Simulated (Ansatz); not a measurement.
**HO — O-17 NMR of the central transition**

Cell: a COD entry, ions relaxed with PBE at fixed cell.

```cif
data_HO
_symmetry_space_group_name_H-M 'P4_12_12'
_symmetry_Int_Tables_number 92
_cell_length_a 4.0600
_cell_length_b 4.0600
_cell_length_c 8.0000
_cell_angle_alpha 90.000
_cell_angle_beta 90.000
_cell_angle_gamma 90.000
loop_
_atom_site_label
_atom_site_type_symbol
_atom_site_symmetry_multiplicity
_atom_site_Wyckoff_symbol
_atom_site_fract_x
_atom_site_fract_y
_atom_site_fract_z
H H 8 b 0.9315 0.3090 0.1313
O O 8 b 0.0530 0.1891 0.2224
```

One atom of each set is listed.

The numbers come from a DFT calculation in Ansatz (r2SCAN, plane waves and PAW, scalar-relativistic, 500 eV cutoff, Γ-centred 8×8×4 k-points, Fermi–Dirac smearing 0.05 eV).

O-17 has I = 5/2 and Q = -25.58 mb (Pyykkö 2018); at 16.4 T its Larmor frequency is ν₀ = 94.7 MHz. Only the quadrupole interaction is simulated: positions count from each site's isotropic chemical shift, and shift anisotropy, dipolar and J coupling are left out.

Simulated pattern of one O site (static powder, Gaussian broadening 8 kHz):

(offset (kHz), height): (-118.1, 0), (-110.2, 13), (-102.3, 34), (-94.3, 37), (-86.4, 39), (-78.5, 41), (-70.6, 44), (-62.7, 47), (-54.8, 51), (-46.9, 55), (-39.0, 61), (-31.0, 70), (-23.1, 88), (-15.2, 100), (-7.3, 87), (0.6, 85), (8.5, 90), (16.4, 93), (24.3, 53), (32.3, 39), (40.2, 35), (48.1, 31), (56.0, 12), (63.9, 0)

Question: Which |C_Q| and η does the pattern imply?

Answer: The pattern spans 164 kHz before broadening and its centre of gravity is at -22.3 kHz, which fixes P_Q; the places of the horns and steps fix η. That gives P_Q = 18.8 MHz, |C_Q| = 17.3 MHz and η = 0.72. The sign of C_Q can't be read from the pattern.

The structure holds O–O bonds (1.46 Å). At O V_zz points along the longer of its two bonds, to O (within 8°).

The largest force is 0.4 eV/Å, so the atoms aren't at the calculated equilibrium and relaxing them would move these values.

The run took 54 s of wall time (54 s of CPU time) and 0.62 GiB at its peak, on 1 thread of Arm Neoverse V2 (aarch64; 28 cores open to the job, memory cap 2.5 GiB, no GPU), a shared host with a load of 0.8 a core.
